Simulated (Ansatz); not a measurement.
# HC4: the cost of one run

Program: Ansatz 0.2.0. Level of theory: DFT HSE06, scalar-relativistic, plane waves, PAW. These are calculated values, not measurements.

**1. The system as given**

The structure is trigonal, space group P-3m1 (No. 164). Conventional cell: a = 2.522 Å, b = 2.522 Å, c = 19.915 Å, α = 90.00°, β = 90.00°, γ = 120.00°. C (site symmetry 3m) is surrounded by 1 H at 1.11 Å. C (site symmetry 3m) is surrounded by 4 C at 1.54 Å. Around H (site symmetry 3m) lie 1 C at 1.11 Å.

Coordinates:

```cif
data_structure
_symmetry_space_group_name_H-M 'P-3m1'
_symmetry_Int_Tables_number 164
_cell_length_a 2.5222
_cell_length_b 2.5222
_cell_length_c 19.9151
_cell_angle_alpha 90.000
_cell_angle_beta 90.000
_cell_angle_gamma 120.000
_cell_volume 109.72
loop_
_atom_site_label
_atom_site_type_symbol
_atom_site_symmetry_multiplicity
_atom_site_Wyckoff_symbol
_atom_site_fract_x
_atom_site_fract_y
_atom_site_fract_z
_atom_site_occupancy
C1 C 2 d 0.33333 0.66667 0.33196 1
C2 C 2 d 0.66667 0.33333 0.35781 1
C3 C 2 d 0.66667 0.33333 0.43537 1
C4 C 2 c 0.00000 0.00000 0.46122 1
H1 H 2 d 0.66667 0.33333 0.72383 1
```

**2. Relaxing the atoms: H2C8 slab, no spin**

Contents of input.yaml:

```yaml
crystal:
  lattice:
    - [2.52225, 0.0, 0.0]
    - [1.261125, 2.184332, 0.0]
    - [0.0, 0.0, 19.915077]
  atoms:
    - { symbol: C, position: [0.0, 0.0, 0.33196] }
    - { symbol: C, position: [0.333333, 0.333333, 0.357812] }
    - { symbol: C, position: [0.333333, 0.333333, 0.435369] }
    - { symbol: C, position: [0.666667, 0.666667, 0.461221] }
    - { symbol: C, position: [0.666667, 0.666667, 0.538779] }
    - { symbol: C, position: [0.0, 0.0, 0.564631] }
    - { symbol: C, position: [0.0, 0.0, 0.642188] }
    - { symbol: C, position: [0.333333, 0.333333, 0.66804] }
    - { symbol: H, position: [0.333333, 0.333333, 0.723827] }
    - { symbol: H, position: [0.0, 0.0, 0.276173] }
scf:
  occupations: { method: fixed }
output:
  forces: true
  write_density: true
  write_potential: true
  elf: true
  volumetric_format: npy
hamiltonian:
  xc: hse06
kpoints:
  mp_grid: { grid: [6, 6, 1] }
relax:
  f_tol: 0.005
  max_steps: 80
```

Started as:

```sh
ansatz run input.yaml --threads 2 --pin off --max-ram 6144MiB --backend cpu --events-out ev --progress --plain --runs-dir out
```

Q: Estimate wall time and peak memory on 2 threads of Intel Xeon at 2.30GHz, shared host.

About 38 s, with a peak of 1 GiB.
